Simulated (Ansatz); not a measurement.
H started on a Sr site next to Sr started in the widest void in rocksalt SrO, 65 atoms, charge 0

All numbers come from Ansatz (PAW, plane waves, no spin–orbit coupling) at the single k point (¼, ¼, ¼) without its symmetry partners. The atoms were relaxed with PBEsol in a fixed cell; other functionals are single points on those atoms unless said otherwise. The valence top and gap of the host come from its small cell on a dense mesh, with the band extrema sought between the mesh points, lined up by the mean potential, PBEsol gap 3.20 eV, HSE06 gap 4.79 eV.

Cell: a = 10.245 Å, b = 10.245 Å, c = 10.245 Å, α = 90.00°, β = 90.00°, γ = 90.00°.

Nearest atoms after relaxation, from the placed atom (for vacancies from the middle of the vacant sites): Sr at 2.25 Å, Sr at 2.26 Å, Sr at 2.26 Å, Sr at 2.26 Å, O at 2.28 Å, O at 2.28 Å, O at 2.28 Å, O at 2.31 Å.

Chemical potentials μ are those of reference phases of the elements at zero temperature by the same functional (the usual solids, diamond for C, grey Sn, and the molecules H2, N2, O2, F2, Cl2, Br2 and S8).

| functional | E(defect) − E(host) − Σ nμ + q·E_VBM (eV) | monopole (eV) | alignment (eV) | formation energy at E_F = VBM (eV) | moment (μB) | wall time, shared host |
| --- | --- | --- | --- | --- | --- | --- |
| PBEsol | 2.29 | 0.00 | 0.00 | 2.29 | 1.0 | 24 s on NVIDIA GB300 (relaxation) |
| HSE06 | 2.73 | 0.00 | 0.00 | 2.73 | 1.0 | 52 s on NVIDIA GB300 |

HSE06 one-electron levels near the gap (the ten most localised at most), from the host's valence top:

| level (eV) | spin | filling | atoms sharing it | element of the atom with most weight |
| --- | --- | --- | --- | --- |
| -0.30 | down | 1.00 | 22.2 | spread |
| -0.30 | down | 1.00 | 22.2 | spread |
| -0.27 | down | 1.00 | 5.1 | O |
| -0.27 | down | 1.00 | 17.6 | O |
| -0.27 | down | 1.00 | 17.6 | O |
| -0.26 | up | 1.00 | 24.6 | spread |
| -0.16 | down | 1.00 | 12.2 | O |
| -0.16 | down | 1.00 | 12.2 | O |
| 0.62 | up | 1.00 | 6.7 | H |
| 3.05 | down | 0.00 | 4.2 | H |

All elements are taken at their own reference at once; growth conditions in equilibrium with the host shift these energies, by up to the host's formation enthalpy.

One k point and a cell of this size can leave errors of several tenths of an eV in such numbers.
